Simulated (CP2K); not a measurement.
Crystal: BN.

```xyz
2
Lattice="4.1121 0.0000 0.0000 1.1410 2.2263 0.0000 2.9711 -0.8190 2.0702" Properties=species:S:1:pos:R:3 pbc="T T T"
N     4.4924    1.2112    0.6901
B     2.9712   -0.8189    2.0701
```

Measurements of this composition are mostly on another form, of space group No. 194.

Base run:

| Quantity | Value |
| --- | --- |
| Program | CP2K 2026.2 |
| Functional | PBE |
| Potentials or basis | POTENTIAL_UZH N GTH-PBE-q5, B GTH-PBE-q3; TZVP-MOLOPT-PBE-GTH basis |
| Density cutoff | 9184 eV |
| k mesh | 13 × 13 × 13 |
| Occupations | fermi-dirac, width 0.05 eV |
| Spin | no spin polarisation |

Its results: band gap on the k mesh 3.91 eV, indirect (least direct gap 4.64 eV); pressure 3.4 GPa; largest force 0.010 eV/Å.

Problem. The run is repeated on the same cell with these changes: functional from PBE to vdW-DF-cx. What comes out?

Solution. Band gap on the k mesh 3.86 eV, indirect (least direct gap 4.63 eV); pressure 1.9 GPa; largest force 0.035 eV/Å.

Caveats: an odd mesh through Γ misses points on the zone boundary, where band edges often lie; the basis of atomic orbitals isn't converged, which shifts pressures, moduli and gaps; the potentials were made for another functional, which shifts forces and pressure (some runs).
